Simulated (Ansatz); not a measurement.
## Al, before and after

The cell of Al is invented: random cell by space group and Wyckoff sites (P4/mmm, No. 123). The dimensions are guesses.

POSCAR.start

```
Al
1.0
     2.50702    0.00000    0.00000
     0.00000    2.50702    0.00000
     0.00000    0.00000    2.66812
Al
1
Direct
  0.00000 0.00000 0.50000
```

Computed with DFT PBE, scalar-relativistic, plane waves, PAW (Ansatz). Cutoff 420 eV, Gaussian smearing, Γ-centred meshes. Cell and atoms relax first on a coarse mesh and then on a finer one. In between, the cell is made exact in the group found at 0.06 Å. In metals the finer mesh still leaves noise of several meV/atom or more. The steps can't lower the symmetry of their start. No spin polarisation.

POSCAR.end

```
Al
1.0
     2.72185    0.00000    0.00000
     0.00000    2.72185    0.00000
     0.00000    0.00000    2.72185
Al
1
Direct
  0.00000 0.00000 0.00000
```

The symmetry goes from P4/mmm (No. 123) to Pm-3m (No. 221). The end has the simple cubic type. The volume per atom grows by 20.2 %, from 16.8 to 20.2 Å³. The shortest distance goes from 2.51 Å (Al–Al) to 2.72 Å (Al–Al). The energy falls by about 0.23 eV/atom (the start's value is from the coarse mesh). The end is written in a standard setting, so origin, axes and order of atoms can differ from the start's.

```json
{
 "Volume per atom": "20.16 Å³",
 "Density": "2.22 g/cm³",
 "Energy over the standard state": "+0.37 eV/atom",
 "Gap on the 20×20×20 mesh of the 1-atom cell": "0 eV (a metal)"
}
```

Energies count from the standard state of Al at the same level. It lies above the standard state, so it could only be metastable.

The last run used Gaussian smearing of 0.10 eV. A structure relaxed within its symmetry needn't be a true minimum. In all, the 3 runs took 39 s on 1 thread of Arm Neoverse V1, with other jobs on the host. Another cell of Al relaxed alike, in P6_3/mmc, lies 0.34 eV/atom lower, so this cell isn't the stable form at this level.
